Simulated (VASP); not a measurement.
# CdS: convergence, relaxation of the atoms

CdS, P1 (no. 1), 8 atoms in the cell. PBE, relaxation of the atoms; PAW potentials Cd, S (PBE set). VASP 6.6.1.

Wanted: energy within 1 meV/atom; two shortest distances of each atom within 0.01 Å.

POSCAR:
```
CdS
1.0
    5.5064880000      0.0000000000      0.0000000000
    0.0000000000      5.5064880000      0.0000000000
    0.0000000000      0.0000000000      5.5064880000
Cd S
4 4
Direct
    0.0081160000      0.0052260000      0.0011250000
    0.4873710000      0.5062790000      0.0025830000
    0.4970120000      0.0022000000      0.5015540000
    0.0074680000      0.4952460000      0.5038460000
    0.4945020000      0.4928390000      0.4909010000
    0.0113020000     -0.0046120000      0.4932870000
   -0.0060700000      0.4916520000     -0.0029300000
    0.5003000000      0.0111700000      0.0096340000
```

The series start from Force threshold EDIFFG (eV/Å): -0.02; Electronic threshold EDIFF (eV): 1e-6; Relaxation method: conjugate gradient, POTIM 0.5; Mixing and least electronic steps: default. Each series keeps the choices made before it, and each single choice may use up half of a tolerance.

## Force threshold EDIFFG (eV/Å)

| Force threshold EDIFFG (eV/Å) | Energy less reference (meV/atom) | Two shortest distances of each atom, largest deviation (Å) | SCF iterations | Time (s) |
|---|---|---|---|---|
| -0.1 | 0.7 | 0.023 | 43 | 27 |
| -0.05 | 0.2 | 0.012 | 60 | 38 |
| -0.03 | 0.1 | 0.006 | 66 | 52 |
| -0.02 | 0.1 | 0.006 | 66 | 49 |
| -0.01 | 0.0 | 0.002 | 77 | 56 |
| -0.005 | 0.0 | 0.001 | 85 | 60 |
| -0.002 (reference) | 0.0 | 0.000 | 92 | 70 |

Chosen: -0.01, the loosest value from which every tighter one stays within half of the tolerance.

## Electronic threshold EDIFF (eV)

| Electronic threshold EDIFF (eV) | Energy less reference (meV/atom) | Two shortest distances of each atom, largest deviation (Å) | SCF iterations | Time (s) |
|---|---|---|---|---|
| 0.001 | 0.1 | 0.006 | 64 | 72 |
| 0.0001 | 0.0 | 0.001 | 74 | 71 |
| 1e-5 | 0.0 | 0.001 | 66 | 51 |
| 1e-6 | 0.0 | 0.000 | 77 | 56 |
| 1e-7 (reference) | 0.0 | 0.000 | 91 | 69 |

Chosen: 0.0001.

## Relaxation method

| Relaxation method | Energy less reference (meV/atom) | Two shortest distances of each atom, largest deviation (Å) | SCF iterations | Time (s) |
|---|---|---|---|---|
| conjugate gradient, POTIM 0.5 | 0.0 | 0.000 | 74 | 71 |
| conjugate gradient, POTIM 0.2 | 0.0 | 0.003 | 81 | 74 |
| conjugate gradient, POTIM 1.0 | 0.0 | 0.002 | 61 | 60 |
| quasi-Newton, POTIM 0.5 | 0.0 | 0.004 | 52 | 50 |
| quasi-Newton, POTIM 0.3, 10 steps kept | 0.0 | 0.004 | 62 | 51 |
| quasi-Newton, POTIM 0.5, at least 5 electronic steps | 0.0 | 0.001 | 71 | 52 |
| damped dynamics, POTIM 0.2, SMASS 0.4 | 0.0 | 0.004 | 59 | 54 |
| damped dynamics, POTIM 0.4, SMASS 0.8 | 0.1 | 0.006 | 48 | 44 |
| velocity quench, POTIM 0.1 | 0.0 | 0.005 | 44 | 35 |

Chosen: velocity quench, POTIM 0.1, the fastest of those that stay within half of the tolerance.

## Mixing and least electronic steps

| Mixing and least electronic steps | Energy less reference (meV/atom) | Two shortest distances of each atom, largest deviation (Å) | SCF iterations | Time (s) |
|---|---|---|---|---|
| default | 0.0 | 0.000 | 44 | 35 |
| MAXMIX 40 | 0.0 | 0.002 | 42 | 35 |
| NELMIN 4 | 0.0 | 0.002 | 49 | 43 |
| NELMIN 4, MAXMIX 40 | 0.0 | 0.003 | 63 | 54 |
| ALGO Fast | 0.0 | 0.002 | 70 | 68 |

Chosen: default; no other choice that stays within half of the tolerance saves 30 % of the time.

## All choices together

| Input | Energy less reference (meV/atom) | Two shortest distances of each atom, largest deviation (Å) | Time (s) |
|---|---|---|---|
| program defaults (naive) | 0.2 | 0.010 | 26 |
| chosen settings | 0.0 | 0.006 | 35 |
| reference settings throughout | 0.0 | 0.000 | 81 |

The tolerance is met.

## The input

INCAR:
```
PREC = Normal
ENCUT = 350
EDIFF = 1E-4
ISMEAR = 0
SIGMA = 0.05
LREAL = F
LASPH = T
NELM = 100
ALGO = Normal
LWAVE = F
LCHARG = F
IBRION = 3
NSW = 150
ISIF = 2
EDIFFG = -0.01
POTIM = 0.1
KPAR = 8
```

KPOINTS:
```
k-points
0
Gamma
  3 3 3
```

Commands:
```
cat potpaw_PBE.64/Cd/POTCAR potpaw_PBE.64/S/POTCAR > POTCAR
mpirun -np 8 vasp_std > vasp.out
```

The naive input happens to agree within the tolerance here, in 26 s.

Limits: the start was distorted on purpose (atoms moved at random), so the space group given is the start's and not the crystal's.

The chosen input took VASP 6.6.1 35 s on 8 cores (Intel Xeon Platinum 8488C (Sapphire Rapids)), a shared host.

## An input that fails: ionic step far too long

VASP's message: internal error in: us.F  at line: 1398 internal ERROR SETYLM_AUG: 26 -39 34 34 25 1 -40 If you are not a developer, you should not encounter this problem. Please submit a bug report.

Changes against the starting input:
```
- NELM = 100
- IBRION = 2
- NSW = 150
- POTIM = 0.5
+ NELM = 60
+ IBRION = 3
+ NSW = 30
+ POTIM = 5.0
+ SMASS = 0.4
```
